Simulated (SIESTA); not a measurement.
Crystal: Hf.

```xyz
1
Lattice="0.0000 2.2200 2.2200 2.2200 0.0000 2.2200 2.2200 2.2200 0.0000" Properties=species:S:1:pos:R:3 pbc="T T T"
Hf    0.0000    0.0000    0.0000
```

This isn't the form of Hf at room conditions, which is hcp.

Base run:

* Program: SIESTA 5.4.2
* Functional: PBE
* Potentials or basis: PseudoDojo 0.4 standard (PBE files)
* Basis: DZP (energy shift 0.002 Ry)
* Grid cutoff: 800 Ry
* Energy shift: 0.002 Ry
* k mesh: 10 × 10 × 10
* Occupations: fermi-dirac, width 0.05 eV
* Spin: no spin polarisation

Its results: band gap on the k mesh none (metal or under the smearing width); pressure 4.2 GPa.

The run is repeated on the same cell with these changes: functional from PBE to optB88-vdW. What comes out?

Band gap on the k mesh none (metal or under the smearing width); pressure 1.9 GPa.

Caveats: semicore shells carry a single zeta, which can move pressures by several GPa and volumes by a few percent; the basis of atomic orbitals isn't converged, which shifts pressures, moduli and gaps; the potentials were made for another functional, which shifts forces and pressure (some runs).
